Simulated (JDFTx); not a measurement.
Wanted: the native input for a JDFTx 1.7.0 (patched build) run.

```
Task                                    : band structure
Functional                              : LDA
Potentials or basis                     : PseudoDojo-SR-LDA-0.4.1-standard with smoothed tails
Cutoff                                  : 1143 eV
Density cutoff                          : 9143 eV
k mesh                                  : 9 × 9 × 9
Occupations                             : fermi-dirac, width 0.05 eV
Spin                                    : no spin polarisation
Band ratio of the Davidson solver       : 1.3
Local potential set to -Z/r beyond      : 6 bohr
Bands                                   : 18
Density cutoff over wavefunction cutoff : 8
Max SCF steps                           : 30
SCF threshold on the energy             : 1e-06 Ha
Solver of the electrons                 : minimize
Further solve for the empty bands       : no
Start                                   : density of an earlier self-consistent run, held fixed
Path                                    : G-X-W-K-G-L-U-W-L-K-U-X
```

HfO2:

```
CELL_PARAMETERS angstrom
0.00000 2.55750 2.55750
2.55750 0.00000 2.55750
2.55750 2.55750 0.00000
ATOMIC_POSITIONS crystal
Hf 0.00000 0.00000 0.00000
O 0.75000 0.75000 0.75000
O 0.25000 0.25000 0.25000
```

Measurements of this composition are mostly on another form, of space group No. 14.

These files were run (other wordings do the same):

bands.in

```
lattice \
    0.0000000000     4.8329745637     4.8329745637 \
    4.8329745637     0.0000000000     4.8329745637 \
    4.8329745637     4.8329745637     0.0000000000
coords-type Lattice
ion Hf     0.0000000000     0.0000000000     0.0000000000 1
ion O      0.7500000000     0.7500000000     0.7500000000 1
ion O      0.2500000000     0.2500000000     0.2500000000 1

ion-species pseudo/Hf.upf
ion-species pseudo/O.upf
elec-cutoff 42 336
elec-ex-corr lda-PW
elec-smearing Fermi 0.0018374661
elec-n-bands 18
electronic-minimize nIterations 30 energyDiffThreshold 1e-06
davidson-band-ratio 1.3
forces-output-coords Cartesian
include path.kpoints
symmetries none
fix-electron-density run.$VAR

dump-name bands.$VAR
dump End Ecomponents EigStats BandEigs Kpoints Forces
```

path.kpoints

```
kpoint +0.0000000000 +0.0000000000 +0.0000000000 0.020000000000
kpoint +0.0714285714 +0.0000000000 +0.0714285714 0.020000000000
kpoint +0.1428571429 +0.0000000000 +0.1428571429 0.020000000000
kpoint +0.2142857143 +0.0000000000 +0.2142857143 0.020000000000
kpoint +0.2857142857 +0.0000000000 +0.2857142857 0.020000000000
kpoint +0.3571428571 +0.0000000000 +0.3571428571 0.020000000000
kpoint +0.4285714286 +0.0000000000 +0.4285714286 0.020000000000
kpoint +0.5000000000 +0.0000000000 +0.5000000000 0.020000000000
kpoint +0.5000000000 +0.0833333333 +0.5833333333 0.020000000000
kpoint +0.5000000000 +0.1666666667 +0.6666666667 0.020000000000
kpoint +0.5000000000 +0.2500000000 +0.7500000000 0.020000000000
kpoint +0.4375000000 +0.3125000000 +0.7500000000 0.020000000000
kpoint +0.3750000000 +0.3750000000 +0.7500000000 0.020000000000
kpoint +0.3281250000 +0.3281250000 +0.6562500000 0.020000000000
kpoint +0.2812500000 +0.2812500000 +0.5625000000 0.020000000000
kpoint +0.2343750000 +0.2343750000 +0.4687500000 0.020000000000
kpoint +0.1875000000 +0.1875000000 +0.3750000000 0.020000000000
kpoint +0.1406250000 +0.1406250000 +0.2812500000 0.020000000000
kpoint +0.0937500000 +0.0937500000 +0.1875000000 0.020000000000
kpoint +0.0468750000 +0.0468750000 +0.0937500000 0.020000000000
kpoint +0.0000000000 +0.0000000000 +0.0000000000 0.020000000000
kpoint +0.0833333333 +0.0833333333 +0.0833333333 0.020000000000
kpoint +0.1666666667 +0.1666666667 +0.1666666667 0.020000000000
kpoint +0.2500000000 +0.2500000000 +0.2500000000 0.020000000000
kpoint +0.3333333333 +0.3333333333 +0.3333333333 0.020000000000
kpoint +0.4166666667 +0.4166666667 +0.4166666667 0.020000000000
kpoint +0.5000000000 +0.5000000000 +0.5000000000 0.020000000000
kpoint +0.5250000000 +0.4500000000 +0.5250000000 0.020000000000
kpoint +0.5500000000 +0.4000000000 +0.5500000000 0.020000000000
kpoint +0.5750000000 +0.3500000000 +0.5750000000 0.020000000000
kpoint +0.6000000000 +0.3000000000 +0.6000000000 0.020000000000
kpoint +0.6250000000 +0.2500000000 +0.6250000000 0.020000000000
kpoint +0.5625000000 +0.2500000000 +0.6875000000 0.020000000000
kpoint +0.5000000000 +0.2500000000 +0.7500000000 0.020000000000
kpoint +0.5000000000 +0.2916666667 +0.7083333333 0.020000000000
kpoint +0.5000000000 +0.3333333333 +0.6666666667 0.020000000000
kpoint +0.5000000000 +0.3750000000 +0.6250000000 0.020000000000
kpoint +0.5000000000 +0.4166666667 +0.5833333333 0.020000000000
kpoint +0.5000000000 +0.4583333333 +0.5416666667 0.020000000000
kpoint +0.5000000000 +0.5000000000 +0.5000000000 0.020000000000
kpoint +0.4791666667 +0.4791666667 +0.5416666667 0.020000000000
kpoint +0.4583333333 +0.4583333333 +0.5833333333 0.020000000000
kpoint +0.4375000000 +0.4375000000 +0.6250000000 0.020000000000
kpoint +0.4166666667 +0.4166666667 +0.6666666667 0.020000000000
kpoint +0.3958333333 +0.3958333333 +0.7083333333 0.020000000000
kpoint +0.3750000000 +0.3750000000 +0.7500000000 0.020000000000
kpoint +0.6250000000 +0.2500000000 +0.6250000000 0.020000000000
kpoint +0.5833333333 +0.1666666667 +0.5833333333 0.020000000000
kpoint +0.5416666667 +0.0833333333 +0.5416666667 0.020000000000
kpoint +0.5000000000 +0.0000000000 +0.5000000000 0.020000000000
```

Potentials or basis: PseudoDojo-SR-LDA-0.4.1-standard with smoothed tails.

The run is started by

```bash
$ jdftx -c 1 -i bands.in -o bands.out
```

Results of the run:

```json
{"Band gap along the path": "3.56 eV, direct"}
```

Caveat: spin-orbit coupling is left out, which moves the levels of the heavy elements.

Run time: 31 s on 1 thread of Arm Neoverse V1, with other jobs on the host, peak memory 0.09 GiB.
